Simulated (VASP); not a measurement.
# TaS2 in VASP: notebook

One slab, TaS2, is run at these levels: PBE+D3(BJ); tasks: single point.

Program: VASP 6.6.1. These are calculated values, not measurements. Logs are shortened: lines on timing, memory, paths and dates and some standing lists are left out, and cuts for length are marked.

### Step 1. Starting point

The cell holds a slab with vacuum, 3 atoms: a = 3.344 Å, b = 3.344 Å, c = 32.180 Å, α = 90.00°, β = 90.00°, γ = 120.00°.

### Step 2. Single point, PBE+D3(BJ)

INCAR

```
PREC = Accurate
ENCUT = 520
EDIFF = 1E-6
ISMEAR = 0
SIGMA = 0.1
LREAL = False
LASPH = True
NELM = 80
ALGO = Fast
ISIF = 2
LWAVE = False
LCHARG = False
LDIPOL = True
IDIPOL = 3
DIPOL = 0.5 0.5 0.500
GGA = PE
IVDW = 12
NBANDS = 18
```

KPOINTS

```
regular mesh
0
Gamma
  15 15 1
```

POSCAR

```
TaS2
1.0
    3.3435339237      0.0000000000      0.0000000000
   -1.6717669619      2.8955853164      0.0000000000
    0.0000000000      0.0000000000     32.1803051426
S Ta
2 1
Direct
    0.6666666667      0.3333333333      0.4520651205
    0.3333333333      0.6666666667      0.5479348795
    0.0000000000      0.0000000000      0.5000000000
```

Potentials or basis: VASP PAW PBE potentials, release 64 (S, Ta_pv).

Command:

```
cat potpaw_PBE.64/S/POTCAR potpaw_PBE.64/Ta_pv/POTCAR > POTCAR
mpirun -np 1 vasp_std > vasp.out
```

OUTCAR:

```text
PREC = Accurate
   ENCUT = 520
   EDIFF = 1E-6
   ISMEAR = 0
   LREAL = False
   LASPH = True
   NELM = 80
   ISIF = 2
   GGA = PE
   IVDW = 12
 IVDW          = 12

 ion  position               nearest neighbor table
   1  0.667  0.333  0.452-   3 2.47   3 2.47   3 2.47
   2  0.333  0.667  0.548-   3 2.47   3 2.47   3 2.47
   3  0.000  0.000  0.500-   1 2.47   2 2.47   1 2.47   2 2.47   1 2.47   2 2.47

  LATTYP: Found a hexagonal cell.
 ALAT       =     3.3435339237
 C/A-ratio  =     9.6246384445

  Lattice vectors:

 A1 = (   3.3435339237,   0.0000000000,   0.0000000000)
 A2 = (  -1.6717669619,   2.8955853164,   0.0000000000)
 A3 = (   0.0000000000,   0.0000000000,  32.1803051426)

Analysis of symmetry for initial positions (statically):
=====================================================================
 Subroutine PRICEL returns:
 Original cell was already a primitive cell.

 Routine SETGRP: Setting up the symmetry group for a
 hexagonal supercell.

 Subroutine GETGRP returns: Found 12 space group operations
 (whereof 12 operations were pure point group operations)
 out of a pool of 24 trial point group operations.

The static configuration has the point symmetry D_3d.

Analysis of symmetry for dynamics (positions and initial velocities):
=====================================================================
 Subroutine PRICEL returns:
 Original cell was already a primitive cell.

 Routine SETGRP: Setting up the symmetry group for a
 hexagonal supercell.

 Subroutine GETGRP returns: Found 12 space group operations
 (whereof 12 operations were pure point group operations)
 out of a pool of 24 trial point group operations.

The dynamic configuration has the point symmetry D_3d.

 Subroutine INISYM returns: Found 12 space group operations
 (whereof 12 operations are pure point group operations),
 and found     1 'primitive' translations

----------------------------------------------------------------------------------------

                                     Primitive cell

  volume of cell :     311.5532

  direct lattice vectors                    reciprocal lattice vectors
     3.343533924  0.000000000  0.000000000     0.299084748  0.172676660  0.000000000
    -1.671766962  2.895585316  0.000000000     0.000000000  0.345353319  0.000000000
     0.000000000  0.000000000 32.180305143     0.000000000  0.000000000  0.031074907

  length of vectors
     3.343533924  3.343533924 32.180305143     0.345353319  0.345353319  0.031074907

  position of ions in fractional coordinates (direct lattice)
[... 90 lines left out ...]
   TEBEG  =    0.0;   TEEND  =   0.0 temperature during run
   PSTRESS=    0.0 pullay stress
   NELECT =      23.0000    total number of electrons
   NUPDOWN=      -1.0000    fix difference up-down
   EMIN   =  10.00;   EMAX   =-10.00  energy-range for DOS
   EFERMI =   0.00;   METHOD = LEGACY
   ISMEAR =     0;   SIGMA  =   0.10  broadening in eV -4-tet -1-fermi 0-gaus
   EFERMI_NEDOS =   21; number of points for ismear=-14 and -15
   IALGO  =     68    algorithm
   IMIX   =      4    mixing-type and parameters
     AMIX     =   0.40;   BMIX     =  1.00
     AMIX_MAG =   1.60;   BMIX_MAG =  1.00
  volume/ion in A,a.u.               =     103.85       700.82
  Fermi-wavevector in a.u.,A,eV,Ry     =   0.686763  1.297793  6.417092  0.471643
  Thomas-Fermi vector in A             =   1.767084
   LORBIT       =      0    0 simple, 1 ext, 2 COOP (PROOUT), +10 PAW based schemes
   GGA     = PE    functional components
   LHFCALC =     F    Hartree Fock is set to
   AEXX    =    0.0000 exact exchange contribution
   IVDW    =    12    specifies the selected vdW correction
   LEPSILON=     F    determine dielectric tensor
   LRPA    =     F    only Hartree local field effects (RPA)
 non-spin polarized calculation
 RMM-DIIS sequential band-by-band and
 Gauss-broadening in eV      SIGMA  =   0.10
  energy-cutoff  :      520.00
  volume of cell :      311.55
 maximum number of plane-waves:      8459
 NGX is ok and might be reduce to    28
   NGX = 13   NGY = 13   NGZ =119

 number of electron      22.9999996 magnetization

 dipolmoment           0.000000      0.000000     -0.000000 electrons x Angstroem

 Free energy of the ion-electron system (eV)
  ---------------------------------------------------
  ext. energy  EPLUGINS =         0.00000000
  ---------------------------------------------------
  free energy    TOTEN  =       -23.14728792 eV

  energy without entropy =      -23.14030331  energy(sigma->0) =      -23.14379562

 E-fermi :  -3.1050     XC(G=0):  -2.2885

 val. band max:       -3.1845984654   @ k =   0.3333   0.1333   0.0000
 cond. band min:      -3.0711927678   @ k =   0.2667   0.1333   0.0000
 fundamental gap:      0.1134056976
 Fermi energy:        -3.1049628161

 k-point     1 :       0.0000    0.0000    0.0000
  band No.  band energies     occupation
      1     -38.4134      2.00000
      2     -38.3881      2.00000
      3     -38.3881      2.00000
      4     -17.8211      2.00000
      5     -16.3565      2.00000
      6      -9.3645      2.00000
[... 481 lines left out ...]
      5     -15.7107      2.00000
      6      -9.2894      2.00000
[... 10 lines left out ...]
     17       3.4480      0.00000
     18       3.5972      0.00000

 [... further k-points ...]

------------------------ aborting loop because EDIFF is reached ----------------------------------------

 vacuum level on the upper side and lower side of the slab       (xc-potential included)        -0.009        -0.009

 Edisp (eV)   -0.85556

 E8    (eV) :    -0.3909

  FORCE on cell =-STRESS in cart. coord.  units (eV):
  Direction    XX          YY          ZZ          XY          YZ          ZX
  --------------------------------------------------------------------------------------
  -------------------------------------------------------------------------------------
  Total      -0.01985    -0.01985    -0.01629     0.00000     0.00000     0.00000
  in kB      -0.10209    -0.10209    -0.08378     0.00000     0.00000     0.00000
  external pressure =       -0.10 kB  Pullay stress =        0.00 kB

 VOLUME and BASIS-vectors are now :
 -----------------------------------------------------------------------------
  energy-cutoff  :      520.00
  volume of cell :      311.55
      direct lattice vectors                 reciprocal lattice vectors
     3.343533924  0.000000000  0.000000000     0.299084748  0.172676660  0.000000000
    -1.671766962  2.895585316  0.000000000     0.000000000  0.345353319  0.000000000
     0.000000000  0.000000000 32.180305143     0.000000000  0.000000000  0.031074907

 POSITION                                       TOTAL-FORCE (eV/Angst)
 -----------------------------------------------------------------------------------
      1.67177      0.96520     14.54759        -0.000000      0.000000     -0.002743
     -0.00000      1.93039     17.63271         0.000000      0.000000      0.002743
      0.00000      0.00000     16.09015         0.000000      0.000000      0.000000
 -----------------------------------------------------------------------------------
    total drift:                                0.000000     -0.000000      0.000000

  FREE ENERGIE OF THE ION-ELECTRON SYSTEM (eV)
  ---------------------------------------------------
  free  energy   TOTEN  =       -24.0028446406 eV

  energy  without entropy=      -23.9958600286  energy(sigma->0) =      -23.99935233

 vacuum level on the upper side and lower side of the slab         1.953         1.953
```

OSZICAR:

```text
N       E                     dE             d eps       ncg     rms          rms(c)
DAV:   1     0.134368739770E+03    0.13437E+03   -0.97330E+03  1244   0.898E+02
DAV:   2    -0.884102241126E+01   -0.14321E+03   -0.13971E+03  1348   0.181E+02
DAV:   3    -0.245536979889E+02   -0.15713E+02   -0.15493E+02  1438   0.603E+01
[... 14 lines left out ...]
RMM:  18    -0.231472579352E+02   -0.27255E-04   -0.16899E-06   945   0.681E-03    0.180E-03
RMM:  19    -0.231472763403E+02   -0.18405E-04   -0.12954E-06   952   0.414E-03    0.155E-03
RMM:  20    -0.231472849170E+02   -0.85767E-05   -0.42159E-07   861   0.283E-03    0.132E-03
RMM:  21    -0.231472870204E+02   -0.21034E-05   -0.96468E-08   605   0.144E-03    0.898E-04
RMM:  22    -0.231472879230E+02   -0.90268E-06   -0.59596E-08   535   0.143E-03
   1 F= -.24002845E+02 E0= -.23999352E+02  d E =-.698461E-02
```

stdout:

```text
POSCAR found type information on POSCAR S Ta
 POSCAR found :  2 types and       3 ions
 scaLAPACK will be used
 LDA part: xc-table for (Slater+PW92), standard interpolation
 POSCAR, INCAR and KPOINTS ok, starting setup
 FFT: planning ... GRIDC
 FFT: planning ... GRID_SOFT
 FFT: planning ... GRID
 WAVECAR not read
 entering main loop
```

It took 2.5 min on 1 thread of Intel Xeon 6975P-C (Granite Rapids), shared host; peak memory 0.51 GiB.

Results:

```
Free energy                : -24.0028 eV
Band gap on the k mesh     : none (metal or under the smearing width)
Dispersion energy per atom : -0.285 eV
```

Forces in eV/Å, atoms in the order of the input:
```
S    0.000  0.000 -0.003
S    0.000  0.000  0.003
Ta   0.000  0.000  0.000
```

The run has no spin-orbit coupling, so splittings on Ta are missing.

### Step 3. Single point, PBE+D3(BJ)

This run uses another cell than the first one, of 102.91 Å³/atom, 0.991 times its volume.

INCAR

```
PREC = Accurate ; ENCUT = 520
EDIFF = 1E-6 ; ISMEAR = 0
SIGMA = 0.1 ; LREAL = False
LASPH = True ; NELM = 60
ALGO = Fast ; ISIF = 2
LWAVE = False ; LCHARG = False
LDIPOL = True ; IDIPOL = 3
DIPOL = 0.5 0.5 0.500 ; GGA = PE
IVDW = 12 ; NBANDS = 18
```

KPOINTS is that of step 2.

POSCAR

```
TaS2
1.0
    3.3283269960      0.0000000000      0.0000000000
   -1.6641634980      2.8824157306      0.0000000000
    0.0000000000      0.0000000000     32.1803051426
S Ta
2 1
Direct
    0.6666666667      0.3333333333      0.4519868976
    0.3333333333      0.6666666667      0.5480131024
    0.0000000000      0.0000000000      0.5000000000
```

Potentials or basis: VASP PAW PBE potentials, release 64 (S, Ta_pv).

Command:

```
cat potpaw_PBE.64/S/POTCAR potpaw_PBE.64/Ta_pv/POTCAR > POTCAR
mpirun -np 1 vasp_std > vasp.out
```

Run time: 2.3 min. Hardware: 1 thread of Intel Xeon 6975P-C (Granite Rapids), shared host; peak memory 0.5 GiB.

The run converged. Its results:

```yaml
Free_energy: -24.0010 eV
Largest_force: 0.064 eV/Å
Band_gap_on_the_k_mesh: none (metal or under the smearing width)
Dispersion_energy_per_atom: -0.288 eV
```

Forces on the atoms (eV/Å):
```
S    0.000  0.000 -0.064
S    0.000  0.000  0.064
Ta   0.000  0.000  0.000
```

Levels at points of the mesh, in eV from the Fermi level:
```tsv
k point	band 7	band 8	band 9	band 10	band 11	band 12	band 13	band 14	band 15	band 16
(0.00, 0.00, 0.00)	-3.73	-3.73	-2.67	-0.62	-0.62	0.20	0.20	0.33	4.06	4.06
```

The run has no spin-orbit coupling, so splittings on Ta are missing.
